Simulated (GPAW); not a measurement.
Set up this calculation in GPAW 26.7.0, as an ASE script.

* Task: band structure
* Functional: OLYP
* Potentials or basis: PAW data sets generated in the run's folder for this functional
* Cutoff: 600 eV
* Basis: pw
* k mesh: 11 × 11 × 11
* Occupations: fermi-dirac, width 0.05 eV
* Spin: spin-orbit coupling, no magnetisation
* Eigensolver: davidson
* Maxiter: 150
* Band path: GHNGPH,PN
* Band points: 100
* spin axis theta (degrees): 90
* spin axis phi (degrees): 0
* Soc after scf: second variation

The structure of Nb lies in Nb.cif:

```cif
data_Nb
_cell_length_a 3.32790000
_cell_length_b 3.32790000
_cell_length_c 3.32790000
_cell_angle_alpha 90.00000000
_cell_angle_beta 90.00000000
_cell_angle_gamma 90.00000000
_space_group_name_H-M_alt 'Im-3m'
_space_group_name_Hall '-I 4 2 3'
_space_group_IT_number 229
loop_
_space_group_symop_operation_xyz
'x,y,z'
'-x,-y,-z'
'-y,x,z'
'y,-x,-z'
'-x,-y,z'
'x,y,-z'
'y,-x,z'
'-y,x,-z'
'x,-y,-z'
'-x,y,z'
'-y,-x,-z'
'y,x,z'
'-x,y,-z'
'x,-y,z'
'y,x,-z'
'-y,-x,z'
'z,x,y'
'-z,-x,-y'
'z,-y,x'
'-z,y,-x'
'z,-x,-y'
'-z,x,y'
'z,y,-x'
'-z,-y,x'
'-z,x,-y'
'z,-x,y'
'-z,-y,-x'
'z,y,x'
'-z,-x,y'
'z,x,-y'
'-z,y,x'
'z,-y,-x'
'y,z,x'
'-y,-z,-x'
'x,z,-y'
'-x,-z,y'
'-y,z,-x'
'y,-z,x'
'-x,z,y'
'x,-z,-y'
'-y,-z,x'
'y,z,-x'
'-x,-z,-y'
'x,z,y'
'y,-z,-x'
'-y,z,x'
'x,-z,y'
'-x,z,-y'
'x+1/2,y+1/2,z+1/2'
'-x+1/2,-y+1/2,-z+1/2'
'-y+1/2,x+1/2,z+1/2'
'y+1/2,-x+1/2,-z+1/2'
'-x+1/2,-y+1/2,z+1/2'
'x+1/2,y+1/2,-z+1/2'
'y+1/2,-x+1/2,z+1/2'
'-y+1/2,x+1/2,-z+1/2'
'x+1/2,-y+1/2,-z+1/2'
'-x+1/2,y+1/2,z+1/2'
'-y+1/2,-x+1/2,-z+1/2'
'y+1/2,x+1/2,z+1/2'
'-x+1/2,y+1/2,-z+1/2'
'x+1/2,-y+1/2,z+1/2'
'y+1/2,x+1/2,-z+1/2'
'-y+1/2,-x+1/2,z+1/2'
'z+1/2,x+1/2,y+1/2'
'-z+1/2,-x+1/2,-y+1/2'
'z+1/2,-y+1/2,x+1/2'
'-z+1/2,y+1/2,-x+1/2'
'z+1/2,-x+1/2,-y+1/2'
'-z+1/2,x+1/2,y+1/2'
'z+1/2,y+1/2,-x+1/2'
'-z+1/2,-y+1/2,x+1/2'
'-z+1/2,x+1/2,-y+1/2'
'z+1/2,-x+1/2,y+1/2'
'-z+1/2,-y+1/2,-x+1/2'
'z+1/2,y+1/2,x+1/2'
'-z+1/2,-x+1/2,y+1/2'
'z+1/2,x+1/2,-y+1/2'
'-z+1/2,y+1/2,x+1/2'
'z+1/2,-y+1/2,-x+1/2'
'y+1/2,z+1/2,x+1/2'
'-y+1/2,-z+1/2,-x+1/2'
'x+1/2,z+1/2,-y+1/2'
'-x+1/2,-z+1/2,y+1/2'
'-y+1/2,z+1/2,-x+1/2'
'y+1/2,-z+1/2,x+1/2'
'-x+1/2,z+1/2,y+1/2'
'x+1/2,-z+1/2,-y+1/2'
'-y+1/2,-z+1/2,x+1/2'
'y+1/2,z+1/2,-x+1/2'
'-x+1/2,-z+1/2,-y+1/2'
'x+1/2,z+1/2,y+1/2'
'y+1/2,-z+1/2,-x+1/2'
'-y+1/2,z+1/2,x+1/2'
'x+1/2,-z+1/2,y+1/2'
'-x+1/2,z+1/2,-y+1/2'
loop_
_atom_site_label
_atom_site_type_symbol
_atom_site_symmetry_multiplicity
_atom_site_Wyckoff_symbol
_atom_site_fract_x
_atom_site_fract_y
_atom_site_fract_z
_atom_site_occupancy
Nb1 Nb 2 a 0.0000000000 0.0000000000 0.0000000000 1
```

The input as run:

run.py

```python
import numpy as np
import spglib
from ase import Atoms
from ase.dft.bandgap import bandgap
from ase.io import read, write
from ase.units import GPa
from gpaw import GPAW, PW, setup_paths
from gpaw.spinorbit import soc_eigenstates

setup_paths.insert(0, '.')

atoms = read('Nb.cif')
cell, positions, numbers = spglib.find_primitive(
    (atoms.cell[:], atoms.get_scaled_positions(), atoms.numbers), symprec=1e-4)
atoms = Atoms(numbers, cell=cell, scaled_positions=positions, pbc=True)

calc = GPAW(mode=PW(600),
            xc='GGA_X_OPTX+GGA_C_LYP',
            kpts={'size': (11, 11, 11), 'gamma': True},
            occupations={'name': 'fermi-dirac', 'width': 0.05},
            nbands=15,
            convergence={'density': 1e-05, 'energy': 1e-05},
            eigensolver='davidson',
            maxiter=150,
            txt='gpaw.txt')
atoms.calc = calc
energy = atoms.get_potential_energy()
forces = atoms.get_forces()
stress = atoms.get_stress()
calc.write('gs.gpw')
write('result.traj', atoms)
print(f'Energy: {energy:.6f} eV')
print('Forces (eV/A):')
print(forces.round(4))
print('Stress (GPa):', (stress / GPa).round(3))
print('Fermi level:', round(calc.get_fermi_level(), 4), 'eV')
print(f'Gap: {bandgap(calc)[0]:.4f} eV, direct: {bandgap(calc, direct=True)[0]:.4f} eV')

path = atoms.cell.bandpath('GHNGPH,PN', npoints=100, eps=1e-4)
bs_calc = calc.fixed_density(kpts=path, symmetry='off', nbands=23,
                             convergence={'bands': 'CBM+6.0', 'eigenstates': 1e-6}, txt='bands.txt')
bs = bs_calc.band_structure()
bs.write('bs.json')
print(f'Gap on the path: {bandgap(bs_calc)[0]:.4f} eV')

soc = soc_eigenstates(bs_calc, theta=90, phi=0)
np.savetxt('soc_bands.dat', soc.eigenvalues(), fmt='%.4f')
mesh = soc_eigenstates('gs.gpw', theta=90, phi=0)
np.savetxt('soc_mesh.dat', mesh.eigenvalues(), fmt='%.4f')
print('Fermi level with spin-orbit coupling:', round(mesh.fermi_level, 4), 'eV')
```

Potentials or basis: PAW data sets generated in the run's folder for this functional, pw.

Command:

```console
$ gpaw-setup -f GGA_X_OPTX+GGA_C_LYP Nb
$ OMP_NUM_THREADS=1 python run.py
```

Results of the run:

| Property | Result |
| --- | --- |
| Pressure | -5.5 GPa |
| Band gap along the path | none (metal or under the smearing width) |

Caveat: spin-orbit coupling was added after a scalar SCF, so levels and gaps hold it while energy, forces, pressure and moments don't; this program's spin-orbit splittings come out too wide for heavy elements.

Run time: 20 s on 1 thread of Intel(R) Xeon(R) Platinum 8488C (Sapphire Rapids), with other jobs on the host, peak memory 0.24 GiB.
